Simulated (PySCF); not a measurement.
Runs of PySCF 2.14.0 on BeS. The structure is cubic, space group F-43m (No. 216). The conventional cell has a = 4.850 Å, b = 4.850 Å, c = 4.850 Å, α = 90.00°, β = 90.00°, γ = 90.00°. S (site symmetry -43m) is surrounded by 4 Be at 2.10 Å. Around Be (site symmetry -43m) lie 4 S at 2.10 Å. 

```tsv
task	level	potentials or basis	k mesh	smearing	density cutoff	exponents discarded below (exp_to_discard)	potentials	conv_tol	exxdiv	mesh quality	gap on the mesh (eV)
atomic charges	HF	TZVP-MOLOPT-MGGA/GTH-MGGA (UZH) (potentials made for SCAN)	2 × 2 × 2	fixed	400 Ha	0.02 1/bohr^2	Be GTH-MGGA-q4, S GTH-MGGA-q6	1e-07 Ha	ewald	coarse	14.02
atomic charges	PBE	DZVP-MOLOPT-SR/GTH-PADE (potentials made for LDA)	2 × 2 × 2	fixed	400 Ha	0.02 1/bohr^2	Be GTH-PADE-q4, S GTH-PADE-q6	1e-07 Ha	-	coarse	4.26
CCSD(T) correlation energy	HF	TZVP-MOLOPT-MGGA/GTH-MGGA (UZH) (potentials made for SCAN)	2 × 2 × 2	fixed	400 Ha	0.02 1/bohr^2	Be GTH-MGGA-q4, S GTH-MGGA-q6	1e-08 Ha	ewald	coarse	14.02
density of states	PBEsol	DZVP-MOLOPT-SR/GTH-PBE (potentials made for PBE)	9 × 9 × 9	fermi-dirac 0.05 eV	400 Ha	0.02 1/bohr^2	Be GTH-PBE-q4, S GTH-PBE-q6	1e-07 Ha	-	not flagged	4.20
MP2 correlation energy	HF	DZVP-MOLOPT-SR/GTH-PADE (potentials made for LDA)	2 × 2 × 2	fixed	400 Ha	0.02 1/bohr^2	Be GTH-PADE-q4, S GTH-PADE-q6	1e-08 Ha	ewald	coarse	(a)
```

Alike in all rows: no spin polarisation; cell as given.

Q: Fill in the values left out.

A: (a) 13.98.

Caveats: some runs use coarse meshes; the basis of atomic orbitals isn't converged, which shifts pressures, moduli and gaps; on so small a mesh gaps with full-range exact exchange can be off by tenths of an eV to over 1 eV (some runs); mesh and basis are far too small for converged many-body values: gaps can be off by tenths of an eV to over 1 eV, and much correlation energy is missing (some runs); the default atom-centred grid shifts energies of crystals by up to some 10 meV an atom and pressures by some 0.5 GPa (some runs); an odd mesh through Γ misses points on the zone boundary, where band edges often lie (some runs).
